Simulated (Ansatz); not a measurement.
# Quasiparticle gap of Al2GaP3 (zincblende [001] superlattice), part 3 of 3

Aim: the quasiparticle gap of Al2GaP3 (zincblende [001] superlattice), starting from PBEsol.

Ansatz 0.2.0; PBEsol, then G0W0 on it, plane waves, PAW. Known limits of the many-body steps: finite bands, screening cutoff and k mesh; no spin-orbit coupling in G0W0; d shells not analysed.

So far. Step 3 (Bands along the symmetry lines): Over mesh and path the gap is 1.393 eV, direct, at k = Γ. The program's warnings for this run: structure snapped to symmetry. Step 4 (G0W0 on the 4×4×2 mesh): Over 7 of 12 irreducible mesh points the G0W0 gap is 2.155 eV, from k = Γ to k = (-0.500, -0.500, 0.000). The PBEsol gap of this run on the mesh is 1.381 eV.

**5. Spin-orbit coupling**

This run has two-component orbitals with spin-orbit coupling.

This step: DFT, PBEsol with spin-orbit coupling, plane waves, PAW; PAW set soft_1.

Contents of input.yaml:

```yaml
crystal:
  lattice:
    - [3.8634230049, 0.0, 0.0]
    - [0.0, 3.863424628, 0.0]
    - [0.0, 0.0, 16.3596661895]
  atoms:
    - { symbol: Ga, position: [0.0, 0.0, 0.0422724287] }
    - { symbol: P, position: [0.5, 0.0, 0.1249818396] }
    - { symbol: Ga, position: [0.5, 0.5, 0.2076915894] }
    - { symbol: P, position: [0.0, 0.5, 0.2907303554] }
    - { symbol: Al, position: [0.0, 0.0, 0.3740642106] }
    - { symbol: P, position: [0.5, 0.0, 0.4576623302] }
    - { symbol: Al, position: [0.5, 0.5, 0.5413188719] }
    - { symbol: P, position: [0.0, 0.5, 0.6249822992] }
    - { symbol: Al, position: [0.0, 0.0, 0.7086456384] }
    - { symbol: P, position: [0.5, 0.0, 0.7923022269] }
    - { symbol: Al, position: [0.5, 0.5, 0.8759002499] }
    - { symbol: P, position: [0.0, 0.5, 0.9592339285] }
kpoints:
  mp_grid: { grid: [6, 6, 2] }
  band_path:
    path:
      - [0.0, 0.0, 0.0]
      - [0.0, 0.5, 0.0]
      - [0.5, 0.5, 0.0]
      - [0.0, 0.0, 0.5]
      - [0.0, 0.5, 0.5]
      - [0.5, 0.5, 0.5]
    npoints: 1
hamiltonian:
  xc: pbesol
  pseudopotentials: { kind: paw_fr, azcp: { folder: soft_1 }, xc_functional: pbe }
scf:
  occupations: { method: fixed }
  n_extra_bands: 16
magnetization:
  noncollinear: true
  spin_orbit: true
output:
  eigenvalues: true
  forces: true
  stress: true
```

On the command line:

```sh
$ ansatz run input.yaml --threads 3 --pin off --max-ram 92160MiB --backend cuda --events-out ev --progress --plain --runs-dir out --devices 1 --max-vram 13GiB
```

Numbers of over 12 decimals in the logs are rounded to 6 here.

What it wrote:

```text
[...]
GPUs: using 1 of 1 available (devices: 1).
[...]
non-collinear run that drives no moment, with spin-orbit: no starting moment large enough to seed its density (crystal.atoms[].spin), no starting occupations that ask for one, no magnetisation constraint and no magnetic field, so the semilocal B_xc is pinned to zero
[...]
GPU FFT provider: cuFFT
GPU libraries: cuBLAS 13.8.2, cuFFT 12.4.0, cuSOLVER 12.3.4
Crystal: 12 atoms, lattice volume = 244.185 Å³
Basis set: ecut = 420 eV, 4823 PW (Γ), exchange–correlation on 54×54×240 points (8 copies of the dense FFT grid, shifted against one another)
Bands: 84, of which v1, the nominal top of the filled ones, is band 68 counted from 1 (67 counted from 0)
Symmetry: 8 space group operations + 8 with time reversal
[...]
k-points: 20 of 72
Projection manifold: j_resolved (fully-relativistic pseudo-atomic orbitals)
[...]
GPU buffer pool allocated for 87480 grid points (all kernels)
[...]
SCF iter   1: F=—  HF=-14032.779295 eV  |F-HF|=—  |Δ(HF+E_count)|=         —  Δρ=4.51e-2  dr2=5.11e0  dr2_m=0.00e0 (ungated)  ethr=3.10e-3  |M|=0.00e0 ∫|m|=0.00e0 μB  |m|>n=0.0e0 m-floor=0.0e0 τ_xc=0.0e0  β_m=0.30  ⟨swp⟩=6.1  Hψ=8082  notcnv=0  defer=216
[...]
spin=Noncollinear: Resta preconditioning applied to the charge; magnetization (m_x, m_y, m_z) channels mix plain (no charge-response kernel on spin).
[...]
site 10: m = (+0.0000, +0.0000, +0.0000) μB, |m| = 0.0000 μB  (R = 0.98 Å)
  site 11: m = (+0.0000, +0.0000, +0.0000) μB, |m| = 0.0000 μB  (R = 0.97 Å)
Free energy (F): -14031.206182 eV
[...]
Internal energy: -14031.206182 eV  (E = F + TS)
E sigma→0 (E₀):  -14031.206182 eV
Fermi energy:    5.673946 eV
[...]
--- Forces (eV/Å), atoms counted from 1 ---
  atom   1  Ga     0.00000000     0.00000000    -0.00070474
  atom   2  P     -0.00000000     0.00000000     0.00000000
  atom   3  Ga    -0.00000000     0.00000000     0.00070474
  atom   4  P      0.00000000     0.00000000     0.00133433
  atom   5  Al     0.00000000     0.00000000     0.00012661
  atom   6  P      0.00000000     0.00000000     0.00016888
  atom   7  Al    -0.00000000     0.00000000     0.00017269
  atom   8  P     -0.00000000     0.00000000     0.00000000
  atom   9  Al    -0.00000000     0.00000000    -0.00017269
  atom  10  P      0.00000000     0.00000000    -0.00016888
  atom  11  Al     0.00000000     0.00000000    -0.00012661
  atom  12  P     -0.00000000     0.00000000    -0.00133433
  max |Σ_I F_I| component: 3.10e-24 eV/Å
--- Stress (GPa, compression-positive) ---
        0.010106       0.000000       0.000000
        0.000000       0.010106       0.000000
        0.000000       0.000000       0.004919
  P = ⅓ Tr σ = 0.0084 GPa (0.084 kbar)
--- Band table (eV; the first three rows and the last of 20) ---
  k-point 0: bands = [... 64 lower, 5.6677, 5.6677, 5.6739, 5.6739, 7.0442, 7.0442, 7.4652, 7.4652, ... 12 higher]
  k-point 1: bands = [... 64 lower, 5.4735, 5.4735, 5.5140, 5.5140, 7.0764, 7.0764, 7.3563, 7.3563, ... 12 higher]
  k-point 2: bands = [... 64 lower, 5.1618, 5.1687, 5.5774, 5.5789, 7.5301, 7.5318, 8.0755, 8.0756, ... 12 higher]
  k-point 19: bands = [... 64 lower, 3.1003, 3.1003, 3.1358, 3.1358, 7.4261, 7.4261, 7.5107, 7.5107, ... 12 higher]
[key lines of the parts left out:]
SCF converged after 10 iterations
Magnetization: |M| = 0.0000 μB,  M = (+0.0000, +0.0000, +0.0000) μB
```

Run time: 12 s. Hardware: 1 × NVIDIA H100 80GB HBM3 (shared by 6 runs) with 3 threads of AMD EPYC 7R13 (Zen 3), shared host; peak memory 1.1 GiB.

Numbers from this step:

| Item | Value |
| --- | --- |
| pressure | 0.008377 GPa |
| gap | 1.370 eV |
| valence top at | Γ |
| conduction bottom at | Γ |
| least direct gap | 1.370 eV |

Over mesh and listed points the gap is 1.370 eV, direct, at k = Γ. PBEsol+SOC against PBEsol: 1.370 − 1.393 = −0.023 eV, with the same mesh, set of files (read in its fully relativistic form for the spin-orbit run) and cutoff, and both edges at the same k points. The spin-orbit run sees mesh and listed points alone, so its gap is an upper bound: the coupling can move an edge off these points, the more so as this crystal has no centre of inversion, and the change over the zone, its sign included where it is small, is not known. The program's warnings for this run: structure snapped to symmetry.

**6. The runs together**

Each gap is the least one over the points named; times are wall times on shared hosts, not benchmarks. A G0W0 time includes the run's own self-consistent start. Runs with listed points see these and the mesh alone, so an edge that moves elsewhere is missed. Rows marked * are further runs, not shown as steps, whose inputs differ from the G0W0 step on the same start in the columns given; solver thresholds can differ too.

| level | mesh | files, cutoff | bands summed, screening | points | gap (eV) | valence top | conduction bottom | least direct gap (eV) | time |
| --- | --- | --- | --- | --- | --- | --- | --- | --- | --- |
| PBEsol | 6×6×2 | soft_1 PAW, 420 eV | - | mesh and path | 1.393 | Γ | Γ | 1.393 | 12 s |
| PBEsol+SOC | 6×6×2 | soft_1 PAW, 420 eV | - | mesh and listed points | 1.370 | Γ | Γ | 1.370 | 12 s |
| G0W0@PBEsol* | 4×4×2 | soft_1 PAW, 420 eV | 291, 60 eV | 7 of 12 irreducible mesh points | 1.921 | Γ | (-0.500, -0.500, 0.000) | 1.930 | 23 s |
| G0W0@PBEsol | 4×4×2 | soft_1 PAW, 420 eV | 1052, 150 eV | 7 of 12 irreducible mesh points | 2.155 | Γ | (-0.500, -0.500, 0.000) | 2.170 | 80 s |

**7. What came out**

```
PBEsol gap over mesh and path                        : 1.393 eV, direct, at k = Γ
G0W0@PBEsol gap over 7 of 12 irreducible mesh points : 2.155 eV, from k = Γ to k = (-0.500, -0.500, 0.000)
PBEsol+SOC gap over mesh and listed points           : 1.370 eV
GW settings                                          : 4×4×2 mesh, 1018 empty bands, screening to 150 eV, PAW set soft_1 files
known limits                                         : finite bands, screening cutoff and k mesh; no spin-orbit coupling in G0W0; d shells not analysed
```

In words: Over 7 of 12 irreducible mesh points the G0W0 gap is 2.155 eV, from k = Γ to k = (-0.500, -0.500, 0.000). The PBEsol gap of this run on the mesh is 1.381 eV. Other states bound it: the two that bound the G0W0 gap lie 1.403 eV apart in PBEsol, so state for state the correction is 2.155 − 1.403 = +0.752 eV, while gap against gap it is 2.155 − 1.381 = +0.774 eV. The valence state moves by 5.030 − 5.651 = −0.621 eV and the conduction state by 7.185 − 7.054 = +0.131 eV, on the run's own scale; with 291 bands the edge states move by −0.196 and +0.322 eV, so the split between the edges depends on the bands and cutoff. Both edges that PBEsol shows over mesh and path lie at k points where levels were corrected. G0W0 has the conduction bottom at another k point than that. Levels at other points were not corrected, so a lower G0W0 gap elsewhere in the zone is not ruled out. From 291 bands and 60 eV to 1052 bands and 150 eV the gap moves by 2.155 − 1.921 = +0.234 eV; bands and screening cutoff rise together, so their parts are not told apart. Two runs can't test a law of convergence, so the limit is not known. PBEsol+SOC against PBEsol: 1.370 − 1.393 = −0.023 eV, with the same mesh, set of files (read in its fully relativistic form for the spin-orbit run) and cutoff, and both edges at the same k points. The spin-orbit run sees mesh and listed points alone, so its gap is an upper bound: the coupling can move an edge off these points, the more so as this crystal has no centre of inversion, and the change over the zone, its sign included where it is small, is not known. What spin-orbit coupling does to the G0W0 levels was not computed, so no sum with the G0W0 gap is formed. For the G0W0 step: the program's warnings for this run: structure snapped to symmetry. For the further run with 291 bands on the 4×4×2 mesh, the program warns: structure snapped to symmetry. The G0W0 runs are scalar-relativistic. One-shot GW is known to converge slowly in bands for compounds with shallow d shells. The cell holds Ga; the filling of the d shell and its place against the gap were not analysed here. No pair of G0W0 runs that differ in the mesh alone is shown (4×4×2 is a supercell whose nearest images lie 15 Å apart), so the error from the mesh is not known here. G0W0 is shown with one set of atomic data (soft_1 PAW), so the error from the files is not known here.

[Paths, hosts, dates, memory and timing lines, banners, echoed tables and standing remarks are left out of the program output.]

[Logs are printed without paths, hosts, clocks, repeated set-up lines and the standing remarks that a program may print on its own settings, such as how far it seeks lower states.]

[Runs of the session that timed out or met a known fault of the program may be left out.]

[Cells called generated may have been cut or substituted from an entry of the Crystallography Open Database or the Materials Project.]

[Hosts, paths, dates, database ids (printed as entryN), source tags and the programs' standing remarks are cut or masked in the printed files.]

[Where an RPA ε∞ is given, it is that of the G0W0 mesh and is not shown converged in it. Names of k-points follow the symmetry that the program found, which can be lower than the space group named. Band edges on a path are those of the sampled points; other points can move an edge, and change direct to indirect where valleys lie close.]

[Hybrid gaps are those of their k-mesh and are not shown converged in it.]
